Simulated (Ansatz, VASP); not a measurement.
# CdTe (so) in VASP and in Ansatz

```
CELL_PARAMETERS angstrom
0.00000 3.15982 3.15982
3.15982 0.00000 3.15982
3.15982 3.15982 0.00000
ATOMIC_POSITIONS crystal
Cd 0.00000 0.00000 0.00000
Te 0.25000 0.25000 0.25000
```

Alike in both runs: functional PBEsol; k mesh 10 × 10 × 10; occupations gaussian, width 0.02 eV; non-collinear spin, spin-orbit coupling.

Ansatz relaxed the structure, and its values are those at the end. VASP's run is a single point on that final structure, the one shown.

|  | VASP | Ansatz |
| --- | --- | --- |
| version | VASP 6.6.1 | Ansatz 0.2.0 |
| potentials or method | VASP PAW PBE potentials, release 64 (Cd, Te) | plane waves, PAW |
| plane-wave cutoff (eV) | 520 | 420 |
| valence electrons in the cell | 18 | 36 |

|  | VASP | Ansatz | Ansatz less VASP |
| --- | --- | --- | --- |
| gap on the k mesh at the Fermi level (eV) | 0.62 | 0.61 | -0.007 |
| least direct gap on the mesh (eV) | 0.62 | 0.61 | -0.007 |
| pressure (GPa) | 4.2 | 4.0 | -0.25 |
| net moment per atom (μB) | 0.00 | 0.00 | 0.000 |

The two sets of potentials don't hold the same shells in valence.

Caveats: the PAW data sets were made with another functional, which shifts forces and pressure a little (VASP).
